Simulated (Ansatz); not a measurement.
**Equation of state of NbN**

```
Nb N
1.0
     0.00000    2.19450    2.19450
     2.19450    0.00000    2.19450
     2.19450    2.19450    0.00000
Nb N
1 1
Direct
  0.50000 0.50000 0.50000
  0.00000 0.00000 0.00000
```

The conventional cell has a = 4.389 Å, b = 4.389 Å, c = 4.389 Å, α = 90.00°, β = 90.00°, γ = 90.00°. Nb (atom 1) is surrounded by 6 N at 2.19 Å. N (atom 2) has 6 Nb at 2.19 Å as nearest neighbours.

The cell comes from COD entry 1538667, which wasn't checked; take it as a given geometry.

Methods: DFT, PBE, all-electron LAPW, scalar-relativistic (Ansatz 0.2.0); DFT, PBE, PAW with Ansatz's default frozen-core files, scalar-relativistic (Ansatz 0.2.0).

For LAPW: a Γ-centred 13×13×13 k mesh, Fermi–Dirac smearing of 0.08 eV, basis error target 0.25 meV/atom, no spin polarisation. PAW takes a cutoff of 420 eV at this cell. The Ansatz runs share mesh, smearing and spin set-up. Plane-wave (PAW) pressures include the program's estimate of the Pulay term.

The cell above is scaled evenly, with fractional coordinates and shape held.

Q: Estimate the equilibrium volume and bulk modulus that all-electron LAPW gives for this fixed shape.

A: V0 = 10.80 Å³/atom, B0 = 307 GPa, B0′ = 4.4, from a third-order Birch–Murnaghan fit to these pressures:
```
V/V(cell)  V (Å³/atom)  P, LAPW (GPa)  P, PAW (GPa)
   0.9400        9.934          30.93         30.97
   0.9405        9.940          30.70         30.74
   0.9600       10.146          22.12         22.15
   0.9800       10.357          14.19         14.23
   0.9900       10.463          10.53         10.57
   1.0000       10.568           7.07          7.11
   1.0100       10.674           3.78          3.82
   1.0200       10.780           0.66          0.70
   1.0400       10.991          -5.11         -5.06
   1.0600       11.202         -10.29        -10.25
```

PAW's V0 lies 0.01 % from the all-electron value and its B0 -0.1 %. Symmetry fixes shape and coordinates here, so this is the relaxed modulus.
